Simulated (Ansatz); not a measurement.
Zincblende BaTe, relaxed with r2SCAN in Ansatz: it is cubic, F-43m (No. 216); a = 7.828 Å in the conventional setting, 59.97 Å³ an atom. Around Ba lie 4 Te at 3.39 Å; around Te lie 4 Ba at 3.39 Å. The cell was then strained (x, y and z are the cube axes), with the atoms relaxed again; stress is positive in compression. The cell comes from a prototype generator: it can be a known phase or a hypothetical one. Spin polarisation is off.

- Isotropic -1.5 % on every length: the pressure changes by +0.97 GPa, and the HSE06 gap (W → Γ) goes from 3.312 to 3.376 eV.
- Uniaxial strain of +1.03 % along [111], atoms relaxed: the xy stress changes by -0.036 GPa.

**Question.** What bulk modulus does the isotropic step give?

**Answer.** Δ ln V = 3 ln(0.9850) = -0.0453, so B ≈ −ΔP/Δ ln V = 21 GPa.

**Question.** Give the volume deformation potential of that gap and its pressure coefficient.

**Answer.** a_V = ΔE_g/Δ ln V = (+0.064)/(-0.0453) = -1.41 eV; dE_g/dP = −a_V/B = +66 meV/GPa, with HSE06's gap and r2SCAN's modulus.

**Question.** Estimate C₄₄.

**Answer.** A strain ε along [111] has ε_xy = ε/3 = +0.00343, an engineering shear of 2ε/3, so C₄₄ ≈ −Δσ_xy/(2ε/3) = 5 GPa, atoms relaxed.

No spin-orbit coupling is included; it can move band edges with weight on the heavy atoms by tenths of an eV.

The meshes of the hybrids are coarse, so their gaps aren't converged to the digits shown.
